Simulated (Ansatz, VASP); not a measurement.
Two plane-wave programs on FeSi

INCAR

```
  PREC = Accurate
  ENCUT = 520
  EDIFF = 1E-6
  ISMEAR = 0
  SIGMA = 0.05
  LREAL = F
  LASPH = T
  NELM = 60
  ALGO = Normal
  ISIF = 2
  LWAVE = F
  LCHARG = T
  GGA = PS
  LELF = T
  LVHAR = T
  NBANDS = 13
```

The input KPOINTS:

```
regular mesh
0
Gamma
  16 16 16
```

File POSCAR:

```
FeSi
1.0
    2.7679952420      0.0000000000      0.0000000000
    0.0000000000      2.7679952420      0.0000000000
    0.0000000000      0.0000000000      2.7679952420
Fe Si
1 1
Direct
    0.0000000000      0.0000000000      0.0000000000
    0.5000000000      0.5000000000      0.5000000000
```

Input for Ansatz:

```yaml
crystal:
  lattice:
    - [2.767995242, 0.0, 0.0]
    - [0.0, 2.767995242, 0.0]
    - [0.0, 0.0, 2.767995242]
  atoms:
    - { symbol: Fe, position: [0.0, 0.0, 0.0] }
    - { symbol: Si, position: [0.5, 0.5, 0.5] }
basis:
  ecutwfc: 420
  ecutrho_ratio: 4
kpoints:
  mp_grid: { grid: [16, 16, 16] }
hamiltonian:
  xc: pbesol
scf:
  occupations: { method: gaussian, width: 0.05 }
output:
  forces: true
  stress: true
  eigenvalues: true
```

Alike in both runs: task single point; functional PBEsol; k mesh 16 × 16 × 16; occupations gaussian, width 0.05 eV; no spin polarisation.

|  | VASP | Ansatz |
| --- | --- | --- |
| version | VASP 6.6.1 | Ansatz 0.2.0 |
| potentials or method | VASP PAW PBE potentials, release 64 (Fe, Si) | scalar-relativistic, plane waves, PAW |
| plane-wave cutoff (eV) | 520 | 420 |
| valence electrons in the cell | 12 | 20 |

```tsv
	VASP	Ansatz	Ansatz less VASP
gap on the k mesh at the Fermi level (eV)	none	none	-
pressure (GPa)	-9.0	-9.5	-0.57
```

A gap of «none» marks a metal or a gap that the smearing closes. The two sets of potentials don't hold the same shells in valence.

Caveats: the PAW data sets were made with another functional, which shifts forces and pressure a little (VASP). Spin polarisation is off, so any magnetic state and its effect on volume and gap are missing.
